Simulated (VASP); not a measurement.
# Settings for CuAu: equation of state

CuAu, P4/mmm (no. 123), 2 atoms in the cell. RPBE; PAW potentials Au, Cu (PBE set). VASP 6.6.1.

Wanted: equilibrium volume within 0.2 %; bulk modulus within 1 %.

What the run is for: equation of state; Accuracy asked: standard.

The series start from Plane-wave cutoff (eV): 380; Smearing width (eV): 0.1; k-point mesh: 13 × 13 × 10; Volumes: 5 from 0.92 to 1.08; Precision mode (PREC): Accurate; Electronic threshold (eV): 1e-6; Aspherical gradient terms in the spheres (LASPH): yes; Start of each volume: each volume from scratch. Each series keeps the choices made before it, and each single choice may use up half of a tolerance. Times cover all steps of a run.

## Plane-wave cutoff (eV)

| Plane-wave cutoff (eV) | Equilibrium volume (Å³/atom) | Bulk modulus (GPa) | Time (s) |
|---|---|---|---|
| 240 | 15.59 | 122.2 | 28 |
| 300 | 15.51 | 121.4 | 29 |
| 340 | 15.5 | 120.3 | 46 |
| 380 | 15.5 | 120.4 | 47 |
| 440 | 15.5 | 121 | 60 |
| 520 | 15.5 | 121 | 62 |
| 620 (reference) | 15.5 | 120.8 | 83 |

Chosen: 300, the loosest value from which every tighter one stays within half of the tolerance.

## Smearing width (eV)

| Smearing width (eV) | Equilibrium volume (Å³/atom) | Bulk modulus (GPa) | Time (s) |
|---|---|---|---|
| 0.4 | 15.51 | 122 | 37 |
| 0.3 | 15.51 | 122.3 | 40 |
| 0.2 | 15.52 | 121.6 | 38 |
| 0.15 | 15.51 | 121.4 | 35 |
| 0.1 | 15.51 | 121.4 | 29 |
| 0.05 (reference) | 15.51 | 122 | 35 |

Chosen: 0.4.

## k-point mesh

| k-point mesh | Equilibrium volume (Å³/atom) | Bulk modulus (GPa) | Time (s) |
|---|---|---|---|
| 4 × 4 × 3 | 15.57 | 129.6 | 12 |
| 5 × 5 × 4 | 15.47 | 117.6 | 13 |
| 7 × 7 × 5 | 15.52 | 115.7 | 16 |
| 8 × 8 × 7 | 15.57 | 117.9 | 20 |
| 11 × 11 × 8 | 15.51 | 120.6 | 25 |
| 13 × 13 × 10 | 15.51 | 122 | 37 |
| 15 × 15 × 12 (reference) | 15.52 | 120.9 | 43 |

Chosen: 15 × 15 × 12; the next looser run is off by more than half of the tolerance, so convergence isn't shown beyond this value.

## Volumes

| Volumes | Equilibrium volume (Å³/atom) | Bulk modulus (GPa) | Time (s) |
|---|---|---|---|
| 5 from 0.88 to 1.12 | 15.52 | 120.5 | 51 |
| 5 from 0.92 to 1.08 | 15.52 | 120.9 | 43 |
| 7 from 0.91 to 1.09 (reference) | 15.52 | 120.6 | 71 |

Chosen: 5 from 0.88 to 1.12.

## Precision mode (PREC)

| Precision mode (PREC) | Equilibrium volume (Å³/atom) | Bulk modulus (GPa) | Time (s) |
|---|---|---|---|
| SingleN | 15.54 | 107.1 | 42 |
| Normal | 15.52 | 119.6 | 40 |
| Accurate (reference) | 15.52 | 120.5 | 51 |

Chosen: Accurate; the one before it in the list is off by more than half of the tolerance.

## Electronic threshold (eV)

| Electronic threshold (eV) | Equilibrium volume (Å³/atom) | Bulk modulus (GPa) | Time (s) |
|---|---|---|---|
| 0.001 | 15.52 | 120.4 | 38 |
| 0.0001 | 15.52 | 120.5 | 42 |
| 1e-5 | 15.52 | 120.5 | 45 |
| 1e-6 | 15.52 | 120.5 | 51 |
| 1e-7 (reference) | 15.52 | 120.5 | 49 |

Chosen: 0.001.

## Aspherical gradient terms in the spheres (LASPH)

| Aspherical gradient terms in the spheres (LASPH) | Equilibrium volume (Å³/atom) | Bulk modulus (GPa) | Time (s) |
|---|---|---|---|
| no | 15.52 | 120.4 | 34 |
| yes (reference) | 15.52 | 120.4 | 38 |

Chosen: no.

## Start of each volume

| Start of each volume | Equilibrium volume (Å³/atom) | Bulk modulus (GPa) | Time (s) |
|---|---|---|---|
| each volume from scratch | 15.52 | 120.4 | 34 |
| orbitals of the volume before (WAVECAR) | 15.52 | 120.6 | 26 |

Chosen: orbitals of the volume before (WAVECAR); it saves 8.0 s of 34, so each volume from scratch would do nearly as well.

## All choices together

| Input | Equilibrium volume (Å³/atom) | Bulk modulus (GPa) | Time (s) |
|---|---|---|---|
| the program's defaults (naive) | 15.44 | 129.1 | 5.5 |
| chosen settings | 15.52 | 120.6 | 26 |
| reference settings throughout | 15.49 | 121 | 180 |

The chosen settings stay within the tolerance of the reference run, but the reference itself isn't shown to be converged in: k-point mesh.

## The input

INCAR:
```
SYSTEM = CuAu
GGA = RP
ISMEAR = 1
SIGMA = 0.4
LWAVE = .TRUE.
LCHARG = .FALSE.
ISIF = 2
NSW = 0
PREC = Accurate
LASPH = .FALSE.
LREAL = .FALSE.
ALGO = Normal
EDIFF = 0.001
NELM = 120
GGA_COMPAT = .FALSE.
ENCUT = 300
KPAR = 4
```

KPOINTS:
```
Automatic mesh
0
Gamma
  15 15 12
  0 0 0
```

POSCAR.step1:
```
CuAu
1.0
    2.6934961506      0.0000000000      0.0000000000
    0.0000000000      2.6934961506      0.0000000000
    0.0000000000      0.0000000000      3.5312764347
Au Cu
1 1
Direct
    0.0000000000      0.0000000000      0.0000000000
    0.5000000000      0.5000000000      0.5000000000
```

POSCAR.step2:
```
CuAu
1.0
    2.7533711214      0.0000000000      0.0000000000
    0.0000000000      2.7533711214      0.0000000000
    0.0000000000      0.0000000000      3.6097748106
Au Cu
1 1
Direct
    0.0000000000      0.0000000000      0.0000000000
    0.5000000000      0.5000000000      0.5000000000
```

POSCAR.step3:
```
CuAu
1.0
    2.8107494552      0.0000000000      0.0000000000
    0.0000000000      2.8107494552      0.0000000000
    0.0000000000      0.0000000000      3.6850000000
Au Cu
1 1
Direct
    0.0000000000      0.0000000000      0.0000000000
    0.5000000000      0.5000000000      0.5000000000
```

POSCAR.step4:
```
CuAu
1.0
    2.8658761851      0.0000000000      0.0000000000
    0.0000000000      2.8658761851      0.0000000000
    0.0000000000      0.0000000000      3.7572732506
Au Cu
1 1
Direct
    0.0000000000      0.0000000000      0.0000000000
    0.5000000000      0.5000000000      0.5000000000
```

POSCAR.step5:
```
CuAu
1.0
    2.9189599936      0.0000000000      0.0000000000
    0.0000000000      2.9189599936      0.0000000000
    0.0000000000      0.0000000000      3.8268681531
Au Cu
1 1
Direct
    0.0000000000      0.0000000000      0.0000000000
    0.5000000000      0.5000000000      0.5000000000
```

Commands (each step's output is kept before the next begins):
```
cat potpaw_PBE.64/Au/POTCAR potpaw_PBE.64/Cu/POTCAR > POTCAR
cp POSCAR.step1 POSCAR
mpirun -np 4 vasp_std > vasp.out
cp POSCAR.step2 POSCAR
mpirun -np 4 vasp_std > vasp.out
cp POSCAR.step3 POSCAR
mpirun -np 4 vasp_std > vasp.out
cp POSCAR.step4 POSCAR
mpirun -np 4 vasp_std > vasp.out
cp POSCAR.step5 POSCAR
mpirun -np 4 vasp_std > vasp.out
```

Limits: Every volume keeps the cell's shape and the atoms' fractional positions, so the modulus is that of a clamped cell, stiffer than the relaxed one, above all in layered crystals.

The chosen input took VASP 6.6.1 26 s on 4 cores (Intel Xeon Platinum 8488C (Sapphire Rapids)), a shared host.

## An input that fails: cutoff far too low

It runs to its end, but against the unchanged starting input it is off by 0.37 % in the equilibrium volume, 21 % in the bulk modulus.

Changes against the starting input:
```
(all steps)
- PREC = Accurate
- NELM = 120
- ENCUT = 380
+ PREC = Low
+ NELM = 92
+ ENCUT = 180
```
